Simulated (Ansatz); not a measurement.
**Cu₃Au**

**The experiment.** The Crystallography Open Database holds a cell as deposited of cubic Cu3Au (space group Pm-3m), temperature not stated (1973): a = 3.740 Å, 13.08 Å³/atom.

Level of theory: DFT, r²SCAN, scalar-relativistic, no spin polarisation; plane waves to 500 eV with PAW datasets (Ansatz 0.2.0), 10×10×10 k-mesh, Gaussian smearing of 0.05 eV. The datasets are Ansatz's generated set soft_2.

```
Cu Au
1.0
     3.73306    0.00000    0.00000
     0.00000    3.73306    0.00000
     0.00000    0.00000    3.73306
Cu Au
3 1
Direct
  0.00000 0.50000 0.50000
  0.50000 0.00000 0.50000
  0.50000 0.50000 0.00000
  0.00000 0.00000 0.00000
```

The chain of runs began from a cell as deposited in COD, expanded in volume.

The cell above was scaled in volume, its shape and atoms being fixed by the lattice's symmetry. Energies are counted from the cell above.

The cell is relaxed to zero pressure at this level.

```tsv
V (Å³/atom)	ΔE (meV/atom)	P from the stress (GPa)
12.485	11.18	7.26
12.746	2.66	3.39
13.006	0.00	0.00
13.266	2.44	-2.96
13.526	9.38	-5.58
13.916	27.11	-8.94
```

Q: Do the energies and the pressures agree? Compare −ΔE/ΔV between neighbouring points (1 meV/Å³ = 0.1602 GPa) with the mean of their pressures.

A: 
| interval (Å³/atom) | −ΔE/ΔV (GPa) | mean P (GPa) |
| --- | --- | --- |
| 12.49 to 12.75 | 5.2 | 5.3 |
| 12.75 to 13.01 | 1.6 | 1.7 |
| 13.01 to 13.27 | -1.5 | -1.5 |
| 13.27 to 13.53 | -4.3 | -4.3 |
| 13.53 to 13.92 | -7.3 | -7.3 |
They differ by 0.08 GPa at most.

Q: What do the two routes give for V0, B0 and B0′?

A: A third-order Birch–Murnaghan fit of the energies: V0 = 13.01 Å³/atom, B0 = 158 GPa, B0′ = 5.4. A polynomial of P in ln V, with B = −dP/d ln V at P = 0: V0 = 13.01 Å³/atom, B0 = 158 GPa, B0′ = 5.6.

B0·V0 = 157.6 GPa × 13.01 Å³ = 12.80 eV/atom sets the scale: near the minimum ΔE ≈ ½ B0 V0 x², with x = V/V0 − 1, and a pressure of 1.6 GPa squeezes the volume by about 1 %. At the ends of the curve: x = −4.0 % predicts 10.3 meV/atom and the run gives 11.2; x = +7.0 % predicts 31.3 meV/atom and the run gives 27.1. The curve is steeper than the parabola on the compressed side and flatter on the expanded side: the bulk modulus rises with pressure.

**Against experiment.** r²SCAN gives 3.733 Å and 13.01 Å³/atom, −0.6 % in volume (−0.2 % in length) from the database's cell. Agreement this close is partly luck: the calculation is for a static lattice, the crystal has zero-point motion and thermal expansion, roughly 0.6 to 1.5 % in volume at 300 K (room temperature assumed) by Grüneisen's rule, γ·3k_BT/(B0·V0) with γ of 1 to 2.5.

No spin–orbit coupling, a notable omission for heavy elements. The run is a metal.
